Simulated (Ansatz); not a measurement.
The system is Al.

```
CELL_PARAMETERS angstrom
2.81246 0.00000 0.00000
-1.40623 2.43566 0.00000
0.00000 0.00000 4.86685
ATOMIC_POSITIONS crystal
Al 0.33333 0.66667 0.25000
Al 0.66667 0.33333 0.75000
```

This isn't the form of Al at room conditions, which is fcc.

```yaml
Program: Ansatz 0.2.0
Task: relaxation of cell and atoms
Functional: PBE0
Potentials_or_basis: Ansatz PAW
Cutoff: "420 eV (not typed: the program's choice for these potentials)"
k_mesh: 6 × 6 × 3
Occupations: fermi-dirac, width 0.05 eV
Spin: no spin polarisation
```

At the start: volume 16.67 Å³/atom.

Task: How do energy, volume and symmetry change on relaxing?

Result: It ends after 6 steps and the volume is 16.60 Å³/atom (-0.4 %); space group P6_3/mmc (No. 194, to 0.05 Å).

The path:
| step | energy change (eV) | largest force (eV/Å) | volume (Å³) |
| --- | --- | --- | --- |
| 1 | 0.0000 | 0.0000 | 33.34 |
| 2 | -0.0787 | 0.0000 | 33.33 |
| 3 | -0.0996 | 0.0000 | 33.25 |
| 4 | -0.0997 | 0.0000 | 33.22 |
| 5 | -0.0997 | 0.0000 | 33.19 |
| 6 | -0.1002 | 0.0000 | 33.19 |

Final structure:
```xyz
2
Lattice="2.9074 0.0000 0.0000 -1.4537 2.5178 0.0000 0.0000 0.0000 4.5341" Properties=species:S:1:pos:R:3 pbc="T T T"
Al    0.0000    1.6786    1.1335
Al    1.4537    0.8393    3.4006
```

Caveat: the k mesh is coarse (spacing up to 0.43 Å⁻¹), so the values aren't converged, least of all with exact exchange; the plane-wave basis is chosen anew once the cell has moved, so the energies of steps on either side of that aren't comparable; the PAW data sets come from PBE, with cores solved anew for the run's functional, which leaves a small shift of forces and pressure.
